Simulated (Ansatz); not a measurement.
**Bi2Se3 (Paraguanajuatite): equation of state with PBE**

Bi2Se3 (Paraguanajuatite):

```
CELL_PARAMETERS angstrom
2.07150 1.19598 9.54533
-2.07150 1.19598 9.54533
0.00000 -2.39196 9.54533
ATOMIC_POSITIONS crystal
Bi 0.59920 0.59920 0.59920
Bi 0.40080 0.40080 0.40080
Se 0.78830 0.78830 0.78830
Se 0.21170 0.21170 0.21170
Se 0.00000 0.00000 0.00000
```

```json
{
  "Program": "Ansatz 0.2.0",
  "Task": "equation of state",
  "Functional": "PBE",
  "Potentials or basis": "JTH PAW",
  "Cutoff": "1800 eV",
  "Density cutoff": "10800 eV",
  "k mesh": "8 × 8 × 8",
  "Occupations": "fermi-dirac, width 0.05 eV",
  "Spin": "no spin polarisation"
}
```

```json
{
 "Equilibrium volume": "29.55 Å³/atom",
 "Bulk modulus at fixed shape and positions": "57 GPa",
 "Pressure derivative of the bulk modulus": "4.5 (rough: it moves with the points fitted)"
}
```

Energy against volume, from the lowest point:
```
volume (Å³/atom)  energy (meV/atom)
          26.675              59.54
          27.243              36.88
          28.946               2.24
          29.513               0.00
          30.081               1.65
```

All runs of the series together: 3 min on 2 threads of Intel(R) Xeon(R) 6975P-C (Granite Rapids) (shared host).

Caveat: the cell was scaled at fixed shape and fractional positions, which overstates the stiffness of a crystal with free parameters, most of all of layers and chains.
